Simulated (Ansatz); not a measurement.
# Tc (P6_3/mmc) in Ansatz: reference runs

Aim: a first look at Tc with PBEsol, on the cell as given and on a disturbed one.

Program: Ansatz 0.2.0. These are calculated values, not measurements. Logs are shortened: lines on timing, memory, paths and dates and some standing lists are left out, and cuts for length are marked.

## 1. The crystal as given

The structure is hexagonal, space group P6_3/mmc (No. 194). The conventional cell has a = 2.739 Å, b = 2.739 Å, c = 8.770 Å, α = 90.00°, β = 90.00°, γ = 120.00°. Tc (site symmetry -6m2) has 12 Tc at 2.70 to 2.74 Å as nearest neighbours. Tc (site symmetry -3m) is surrounded by 12 Tc at 2.70 to 2.74 Å.

## 2. Single point, PBEsol

Contents of input.yaml:

```yaml
crystal:
  lattice:
    - [2.7393552909, 0.0, 0.0]
    - [-1.3696776454, 2.3723512719, 0.0]
    - [0.0, 0.0, 8.76968444]
  atoms:
    - { symbol: Tc, position: [0.6666666667, 0.3333333333, 0.75] }
    - { symbol: Tc, position: [0.0, 0.0, 0.5] }
    - { symbol: Tc, position: [0.3333333333, 0.6666666667, 0.25] }
    - { symbol: Tc, position: [0.0, 0.0, 0.0] }
hamiltonian:
  xc: pbesol
  pseudopotentials: { kind: paw }
kpoints:
  mp_grid: { grid: [11, 11, 3] }
scf:
  occupations: { method: fermi_dirac, width: 0.05 }
output:
  forces: true
  stress: true
  eigenvalues: true
  write_density: true
  write_potential: true
  elf: true
  volumetric_format: npy
```

Potentials or basis: Ansatz PAW earlier set.

Run with:

```
$ ansatz run input.yaml --threads 2 --pin off --max-ram 5632MiB --backend cpu --events-out ev --progress --plain --runs-dir out
```

Output:

```text
Warning: RAYON_NUM_THREADS=2 ignored (pool sized by the plan → 2); use --threads N
Engine: ansatz 0.2.0, x86_64-unknown-linux-gnu
Pseudopotentials: kind: paw
Pseudopotential: Tc, paw, valence charge 15, recommended cutoff 500 eV (normal), Tc.paw.azcp
Functional definition: PBEsol
  exchange = pbesol_x
  correlation = pbesol_c
Crystal: 4 atoms, lattice volume = 56.992 Å³
Basis set: ecut = 500 eV, 1399 PW (Γ), exchange–correlation on 40×40×128 points (8 copies of the dense FFT grid, shifted against one another)
Bands: 36, of which v1, the nominal top of the filled ones, is band 30 counted from 1 (29 counted from 0)
Symmetry: 24 space group operations
Space group: P63/mmc (ITA 194), of the structure as read, at distance tolerance 3.8e-5 Å
k-points: 32 of 363
Non-local potential: Tc, projectors of the file, l = 0: 3, l = 1: 3, l = 2: 2, l = 3: 2
PAW form: soft (Blöchl's): semilocal exchange-correlation on the pseudo side does not see the compensation charge
PAW frozen core: Tc, regenerated for the run's functional, and the local potential with it (the file was generated under x = pbe(κ = 0.804, μ = 0.2195149727645171), c = pbe(β = 0.06672455060314922))
PAW one-centre angular grid: Tc, 590 points (default); XC on 64 Gauss nodes
Initial density: superposition of atomic densities (chi_scale 0.1, normalization cell)
Initial wavefunctions: pseudopotential atomic-orbital guess
Functional: x = pbesol(κ = 0.804, μ = 0.12345679012345678), c = pbesol(β = 0.046)
SCF iter   1: F=—  HF=-21351.514945 eV  |F-HF|=—  |Δ(HF+E_count)|=         —  Δρ=6.24e-2  dr2=2.10e0  ethr=3.10e-3  ⟨swp⟩=5.0  Hψ=3867  notcnv=0
preconditioner: auto → Kerker (q_TF=auto, 2.752 Å⁻¹)  [metal: Δε(μ)=0.047 eV  Ē_g=4.740 eV  σ=0.050 eV  W_gap=0.23  n_scr=24 (ndim 8)  ℏωp=26.0 eV  f_vac=0.000  D(μ)=2.05/eV (n_scr^D=6)]
SCF iter   2: F=—  HF=-21350.893176 eV  |F-HF|=—  |Δ(HF+E_count)|=   6.22e-1  Δρ=2.97e-2  dr2=4.58e-1  ethr=3.10e-3  ⟨swp⟩=2.6  Hψ=2152  notcnv=0  defer=13
SCF iter   3: F=—  HF=-21350.735583 eV  |F-HF|=—  |Δ(HF+E_count)|=   1.58e-1  Δρ=4.67e-3  dr2=5.68e-3  ethr=7.63e-4  ⟨swp⟩=3.0  Hψ=2274  notcnv=0  defer=13
SCF iter   4: F=—  HF=-21350.734599 eV  |F-HF|=—  |Δ(HF+E_count)|=   9.84e-4  Δρ=4.99e-4  dr2=1.16e-4  ethr=9.46e-6  ⟨swp⟩=1.0  Hψ=1220  notcnv=0  defer=13
SCF iter   5: F=—  HF=-21350.734580 eV  |F-HF|=—  |Δ(HF+E_count)|=   1.90e-5  Δρ=1.24e-4  dr2=9.06e-6  ethr=1.94e-7  ⟨swp⟩=2.0  Hψ=1573  notcnv=0  defer=13
SCF iter   6: F=—  HF=-21350.734580 eV  |F-HF|=—  |Δ(HF+E_count)|=   3.51e-7  Δρ=2.96e-5  dr2=5.39e-7  ethr=1.51e-8  ⟨swp⟩=2.2  Hψ=1500  notcnv=0  defer=13
SCF iter   7: F=-21350.734580 eV  HF=-21350.734580 eV  |F-HF|=4.19e-9  |Δ(HF+E_count)|=   1.37e-7  Δρ=6.04e-6  dr2=1.51e-8  ethr=1.67e-10  ⟨swp⟩=9.5  Hψ=6881  notcnv=0
SCF 1 converged in 7 iterations: F = -21350.734580 eV  dr2 = 1.51e-8
SCF converged after 7 iterations
Free energy (F): -21350.734580 eV
Harris-Foulkes:  -21350.734580 eV  (|F-HF|=4.19e-9)
Internal energy: -21350.709488 eV  (E = F + TS)
E sigma→0 (E₀):  -21350.722034 eV
Entropy (-TS):   -0.025092 eV (-6.273 meV/atom)
Fermi energy:    22.389286 eV
--- Per-component energies (eV) ---
  E_band       = -194.614307
  E_kinetic    = 2491.684373
  E_local      = -4719.847812  (includes V_loc(G=0)·N_el)
  E_nonlocal   = 1154.373783
  E_hartree    = 1271.507576
  E_xc         = -951.441575
  E_vxc        = -1176.014010  (∫ρ·V_xc dr)
  E_paw        = -12878.448345  (= ΣΔE_a)
  E_vpaw       = -487.822890  (= ΣTr[D̂ρ^β])
  E_aug_tail   = -0.000056  (compensation charges beyond the density's cutoff)
  E_ewald      = -7719.444811
  E_core_change = 0.907378  (= ΣΔE_core)
  E_smearing   = -0.025092  (= −TS)
  E_closure    = -0.000000  (closes the sum)
  Σ components = -21350.734580   (vs F -21350.734580, Δ=0.00e0)
--- Forces (eV/Å), atoms counted from 1 ---
  atom   1  Tc    -0.00000000    -0.00000000     0.00000000
  atom   2  Tc    -0.00000000     0.00000000     0.00000000
  atom   3  Tc    -0.00000000     0.00000000    -0.00000000
  atom   4  Tc    -0.00000000     0.00000000    -0.00000000
  max |Σ_I F_I| component: 1.62e-17 eV/Å
--- Stress (GPa, compression-positive) ---
       -5.835470       0.000000       0.000000
        0.000000      -5.835470      -0.000000
        0.000000      -0.000000      -4.091350
  P = ⅓ Tr σ = -5.2541 GPa (-52.541 kbar)
--- Band table (eV; the first three rows and the last of 32) ---
  k-point 0: bands = ["-44.3987", "-44.2972", "-44.2497", "-44.1456", "-17.0615", "-16.4427", "-16.3502", "-15.9206", "-15.9206", "-15.8330", "-15.8330", "-15.8170", "-15.8170", "-15.7279", "-15.7279", "-15.6916", "14.9557", "16.8677", "16.8716", "16.9078", "20.3689", "20.4510", "20.4951", "20.4951", "20.5224", "20.5224", "20.8778", "21.1261", "21.1261", "21.2413", "21.2413", "22.6683", "22.6683", "23.3899", "23.3899", "24.0003"]
  k-point 1: bands = ["-44.3827", "-44.3397", "-44.2066", "-44.1622", "-16.9749", "-16.7358", "-16.0472", "-15.9080", "-15.9080", "-15.8735", "-15.8735", "-15.7882", "-15.7762", "-15.7762", "-15.7409", "-15.7409", "15.2607", "16.0609", "16.9536", "17.1021", "20.3467", "20.5966", "20.5966", "20.6367", "20.6367", "20.6982", "20.9564", "20.9564", "21.0438", "21.0438", "21.5288", "22.9215", "22.9215", "23.1560", "23.2927", "23.2927"]
  k-point 2: bands = ["-44.3834", "-44.2861", "-44.2385", "-44.1388", "-17.0275", "-16.4536", "-16.3666", "-15.9959", "-15.9457", "-15.8844", "-15.8717", "-15.8509", "-15.8350", "-15.8054", "-15.7386", "-15.7060", "15.2646", "17.1239", "17.1592", "17.1920", "19.8234", "20.1313", "20.2747", "20.3299", "20.6286", "20.7082", "20.7291", "21.3019", "21.3840", "21.4346", "21.4768", "22.1371", "22.3704", "22.9601", "23.5428", "23.8800"]
  k-point 31: bands = ["-44.1418", "-44.1403", "-44.0901", "-44.0886", "-16.7721", "-16.7679", "-16.6975", "-16.6395", "-16.5024", "-16.4765", "-16.4033", "-16.3179", "-16.1227", "-16.0673", "-16.0219", "-15.9499", "17.7658", "17.8758", "18.5607", "18.5673", "18.7577", "18.9745", "19.1912", "19.4114", "20.3028", "20.4624", "20.5746", "20.9191", "22.1427", "22.3067", "23.2520", "23.5061", "24.7172", "24.9459", "25.1344", "25.3068"]
```

Run time: 2.8 s. Hardware: 2 threads of AMD EPYC 7R43 (Zen 3), shared host; peak memory 0.41 GiB.

What came out:

```
Free energy            : -21350.7346 eV
Pressure               : -5.3 GPa
Band gap on the k mesh : none (metal or under the smearing width)
```

Caveat: the PAW data sets come from PBE, with cores solved anew for the run's functional, which leaves a small shift of forces and pressure.

## 3. Single point, PBEsol (atoms moved at random, drawn with an rms of 0.05 Å)

Changes to input.yaml since step 2:

```diff
@@ -6,6 +6,6 @@
   atoms:
-    - { symbol: Tc, position: [0.6666666667, 0.3333333333, 0.75] }
-    - { symbol: Tc, position: [0.0, 0.0, 0.5] }
-    - { symbol: Tc, position: [0.3333333333, 0.6666666667, 0.25] }
-    - { symbol: Tc, position: [0.0, 0.0, 0.0] }
+    - { symbol: Tc, position: [0.650333, 0.326686, 0.753402] }
+    - { symbol: Tc, position: [0.006717, -0.001187, 0.502954] }
+    - { symbol: Tc, position: [0.34329, 0.676643, 0.243312] }
+    - { symbol: Tc, position: [0.003102, 0.001642, -0.001552] }
 hamiltonian:
```

Potentials or basis: Ansatz PAW earlier set.

Run with:

```
$ ansatz run input.yaml --threads 2 --pin off --max-ram 5632MiB --backend cpu --events-out ev --progress --plain --runs-dir out
```

Output:

```text
Warning: RAYON_NUM_THREADS=2 ignored (pool sized by the plan → 2); use --threads N
[... 6 set-up lines as earlier in the session ...]
Crystal: 4 atoms, lattice volume = 56.992 Å³
Basis set: ecut = 500 eV, 1399 PW (Γ), exchange–correlation on 40×40×128 points (8 copies of the dense FFT grid, shifted against one another)
Bands: 36, of which v1, the nominal top of the filled ones, is band 30 counted from 1 (29 counted from 0)
Symmetry: 1 space group operations
Space group: P1 (ITA 1), of the structure as read, at distance tolerance 3.8e-5 Å
k-points: 182 of 363 (time reversal used)
[... 7 set-up lines as earlier in the session ...]
SCF iter   1: F=—  HF=-21351.493142 eV  |F-HF|=—  |Δ(HF+E_count)|=         —  Δρ=6.31e-2  dr2=2.65e0  ethr=3.10e-3  ⟨swp⟩=5.0  Hψ=22502  notcnv=0
preconditioner: auto → Kerker (q_TF=auto, 2.752 Å⁻¹)  [metal: Δε(μ)=0.007 eV  Ē_g=4.748 eV  σ=0.050 eV  W_gap=0.04  n_scr=24 (ndim 8)  ℏωp=26.0 eV  f_vac=0.000  D(μ)=2.21/eV (n_scr^D=12)]
SCF iter   2: F=—  HF=-21350.856507 eV  |F-HF|=—  |Δ(HF+E_count)|=   6.37e-1  Δρ=3.01e-2  dr2=6.07e-1  ethr=3.10e-3  ⟨swp⟩=2.8  Hψ=12449  notcnv=0  defer=78
SCF iter   3: F=—  HF=-21350.691512 eV  |F-HF|=—  |Δ(HF+E_count)|=   1.65e-1  Δρ=4.64e-3  dr2=7.31e-3  ethr=1.01e-3  ⟨swp⟩=2.6  Hψ=11474  notcnv=0  defer=78
SCF iter   4: F=—  HF=-21350.690477 eV  |F-HF|=—  |Δ(HF+E_count)|=   1.04e-3  Δρ=5.48e-4  dr2=3.19e-4  ethr=1.22e-5  ⟨swp⟩=2.3  Hψ=9920  notcnv=0  defer=78
SCF iter   5: F=—  HF=-21350.690448 eV  |F-HF|=—  |Δ(HF+E_count)|=   2.86e-5  Δρ=1.43e-4  dr2=1.09e-5  ethr=5.31e-7  ⟨swp⟩=1.8  Hψ=7549  notcnv=0  defer=78
SCF iter   6: F=—  HF=-21350.690447 eV  |F-HF|=—  |Δ(HF+E_count)|=   1.30e-6  Δρ=3.33e-5  dr2=7.02e-7  ethr=1.82e-8  ⟨swp⟩=2.0  Hψ=8712  notcnv=0  defer=78
SCF iter   7: F=-21350.690446 eV  HF=-21350.690446 eV  |F-HF|=2.74e-8  |Δ(HF+E_count)|=   1.92e-7  Δρ=6.89e-6  dr2=4.00e-8  ethr=1.67e-10  ⟨swp⟩=10.2  Hψ=41719  notcnv=0
SCF 1 converged in 7 iterations: F = -21350.690446 eV  dr2 = 4.00e-8
SCF converged after 7 iterations
Free energy (F): -21350.690446 eV
Harris-Foulkes:  -21350.690446 eV  (|F-HF|=2.74e-8)
Internal energy: -21350.665401 eV  (E = F + TS)
E sigma→0 (E₀):  -21350.677924 eV
Entropy (-TS):   -0.025046 eV (-6.261 meV/atom)
Fermi energy:    22.394709 eV
--- Per-component energies (eV) ---
  E_band       = -194.675575
  E_kinetic    = 2492.036008
  E_local      = -4734.120340  (includes V_loc(G=0)·N_el)
  E_nonlocal   = 1154.416289
  E_hartree    = 1278.478741
  E_xc         = -951.524455
  E_vxc        = -1176.124223  (∫ρ·V_xc dr)
  E_paw        = -12878.464683  (= ΣΔE_a)
  E_vpaw       = -487.837705  (= ΣTr[D̂ρ^β])
  E_aug_tail   = -0.000054  (compensation charges beyond the density's cutoff)
  E_ewald      = -7712.394285
  E_core_change = 0.907378  (= ΣΔE_core)
  E_smearing   = -0.025046  (= −TS)
  E_closure    = 0.000000  (closes the sum)
  Σ components = -21350.690446   (vs F -21350.690446, Δ=0.00e0)
--- Forces (eV/Å), atoms counted from 1 ---
  atom   1  Tc     0.19515609     0.07630044    -0.74073359
  atom   2  Tc    -0.11970593     0.00903709    -0.26071695
  atom   3  Tc    -0.03276754    -0.09324824     0.69363427
  atom   4  Tc    -0.04268253     0.00791089     0.30781876
  max |Σ_I F_I| component: 2.49e-6 eV/Å
--- Stress (GPa, compression-positive) ---
       -5.139366       0.505011       0.012617
        0.505011      -5.840981      -0.125324
        0.012617      -0.125324      -3.342719
  P = ⅓ Tr σ = -4.7744 GPa (-47.744 kbar)
--- Band table (eV; the first three rows and the last of 182) ---
  k-point 0: bands = ["-44.4029", "-44.2962", "-44.2469", "-44.1411", "-17.0726", "-16.4513", "-16.3398", "-15.9356", "-15.9194", "-15.8359", "-15.8310", "-15.8119", "-15.8112", "-15.7328", "-15.7164", "-15.6828", "14.9566", "16.7987", "16.9010", "16.9328", "20.2775", "20.4551", "20.4562", "20.4956", "20.5164", "20.5265", "20.9067", "21.1178", "21.1213", "21.2274", "21.2982", "22.5858", "22.7628", "23.3881", "23.4022", "24.0254"]
  k-point 1: bands = ["-44.3900", "-44.3341", "-44.2070", "-44.1559", "-16.9931", "-16.7270", "-16.0523", "-15.9262", "-15.9119", "-15.8705", "-15.8612", "-15.7826", "-15.7774", "-15.7666", "-15.7439", "-15.7281", "15.2594", "16.0656", "16.9094", "17.1301", "20.2878", "20.5353", "20.5394", "20.6298", "20.6403", "20.7415", "20.9330", "20.9432", "21.0609", "21.1197", "21.5416", "22.8339", "23.0038", "23.1848", "23.2599", "23.3505"]
  k-point 2: bands = ["-44.3876", "-44.2849", "-44.2359", "-44.1344", "-17.0393", "-16.4612", "-16.3564", "-15.9978", "-15.9562", "-15.8865", "-15.8694", "-15.8512", "-15.8296", "-15.8059", "-15.7310", "-15.6945", "15.2655", "17.0663", "17.1807", "17.2082", "19.7864", "20.1367", "20.2147", "20.3910", "20.6305", "20.6736", "20.7206", "21.2914", "21.3875", "21.3965", "21.5238", "22.1501", "22.3706", "22.9925", "23.5236", "23.8879"]
  k-point 181: bands = ["-44.1925", "-44.1638", "-44.1068", "-44.0902", "-16.9265", "-16.8402", "-16.7883", "-16.7023", "-16.3426", "-16.2547", "-16.1710", "-16.1378", "-16.0365", "-15.9851", "-15.9259", "-15.9063", "17.0934", "17.3221", "17.4683", "17.8693", "18.0018", "18.2424", "19.6920", "20.2405", "20.4482", "21.0465", "21.4414", "21.6765", "22.2637", "22.8316", "23.6792", "24.2812", "24.6448", "24.9101", "25.1828", "25.6179"]
```

v_z.tsv:

```text
# z_ang	v_es[eV]	v_tot[eV]
# format = ansatz-planar-average/11
# xc	pbesol
# density_cutoff_ev	2000
# datasets	Tc=:simpson_from_first_knot:soft:shift=-542101
# lattice	2.739355291	0.000000000	0.000000000
# lattice	-1.369677645	2.372351272	0.000000000
# lattice	0.000000000	0.000000000	8.769684440
# sites	4
# site	43	1.334038633	0.775013948	6.607097796
# site	43	0.020026057	-0.002815981	4.410747868
# site	43	0.013610487	1.605234882	2.133769460
# site	43	0.006248469	0.003895401	-0.013610550
0.000000	-1.058821e1	-2.746584e1
0.137026	-8.684816e0	-2.533679e1
0.274053	-3.970983e0	-2.002319e1
0.411079	2.559065e0	-1.257233e1
0.548105	9.365534e0	-4.661443e0
0.685132	1.489958e1	1.949741e0
[... 56 lines left out ...]
8.495632	-5.097968e0	-2.130294e1
8.632658	-9.308756e0	-2.603878e1
```

It took 25 s on 2 threads of AMD EPYC 7R43 (Zen 3), shared host; peak memory 0.64 GiB.

What came out:

* Free energy: -21350.6904 eV
* Pressure: -4.8 GPa
* Largest force: 0.770 eV/Å
* Band gap on the k mesh: none (metal or under the smearing width)

Forces on the atoms (eV/Å):
```
Tc   0.195  0.076 -0.741
Tc  -0.120  0.009 -0.261
Tc  -0.033 -0.093  0.694
Tc  -0.043  0.008  0.308
```

Levels at points of the mesh, in eV from the Fermi level:
| k point | band 26 | band 27 | band 28 | band 29 | band 30 | band 31 | band 32 | band 33 | band 34 | band 35 |
| --- | --- | --- | --- | --- | --- | --- | --- | --- | --- | --- |
| (0.00, 0.00, 0.00) | -1.87 | -1.49 | -1.28 | -1.27 | -1.17 | -1.10 | 0.19 | 0.37 | 0.99 | 1.01 |

Caveat: the PAW data sets come from PBE, with cores solved anew for the run's functional, which leaves a small shift of forces and pressure.
